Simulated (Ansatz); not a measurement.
Runs of Ansatz 0.2.0 on Sn. It takes space group Immm (No. 71, orthorhombic). Conventional cell: a = 3.453 Å, b = 3.551 Å, c = 4.677 Å, α = 90.00°, β = 90.00°, γ = 90.00°. Sn (site symmetry mmm) has 12 Sn at 3.41 to 3.55 Å as nearest neighbours. This isn't the form of Sn at room conditions, which is tetragonal (white tin).

```tsv
level	gap on the mesh (eV)	pressure (GPa)	relaxed volume (Å³/atom)
r2SCAN	none	0.0	(a)
r2SCAN+rVV10	none	0.0	26.86
r2SCAN+D4	none	0.0	26.94
r2SCAN+D3(BJ)-ATM	none	0.0	(b)
r2SCAN+D3(BJ)	none	0.0	26.76
```

Alike in all rows: task relaxation of cell and atoms; potentials or basis Ansatz PAW; no spin polarisation; cell relaxed; k mesh 11 × 11 × 11; cutoff (eV) 500; smearing fermi-dirac 0.05 eV.

Question: Estimate the missing entries.

Answer: (a) 27.35; (b) 26.87.

Caveats: the plane-wave basis is chosen anew once the cell has moved, so the energies of steps on either side of that aren't comparable; the PAW data sets come from PBE, with cores solved anew for the run's functional, which leaves a small shift of forces and pressure; pairwise dispersion overbinds metals, which lowers pressure and volume (some runs); the dispersion damping was fitted for another functional or another form of the correction (some runs).

A k mesh can miss the band edges, and the runs leave out spin-orbit coupling on Sn.

A gap of «none» marks a metal or a gap under the smearing width.
